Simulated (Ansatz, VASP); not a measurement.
# Two plane-wave programs on CdF2

```
Cd F
1.0
     0.00000    2.68258    2.68258
     2.68258    0.00000    2.68258
     2.68258    2.68258    0.00000
Cd F
1 2
Direct
  0.00000 0.00000 0.00000
  0.25000 0.25000 0.25000
  0.75000 0.75000 0.75000
```

Alike in both runs: task single point; functional PBEsol; k mesh 5 × 5 × 5; no spin polarisation.

```csv
,VASP,Ansatz
version,VASP 6.6.1,Ansatz 0.2.0
potentials or method,"VASP PAW PBE potentials, release 64 (Cd, F)",plane waves
plane-wave cutoff (eV),520,420
occupations,"gaussian, width 0.01 eV",fixed
valence electrons in the cell,26,34
```

Ansatz gave:

- gap on the k mesh at the Fermi level (eV): 3.06
- pressure (GPa): 1.2

Q: Estimate VASP's values.

A: gap on the k mesh at the Fermi level (eV): 3.03; pressure (GPa): 2.0.

The two sets of potentials don't hold the same shells in valence.

Caveats: the PAW data sets were made with another functional, which shifts forces and pressure a little (VASP); an odd mesh through Γ misses points on the zone boundary, where band edges often lie. A hybrid or GW would open this gap; PBEsol tends to underestimate it.
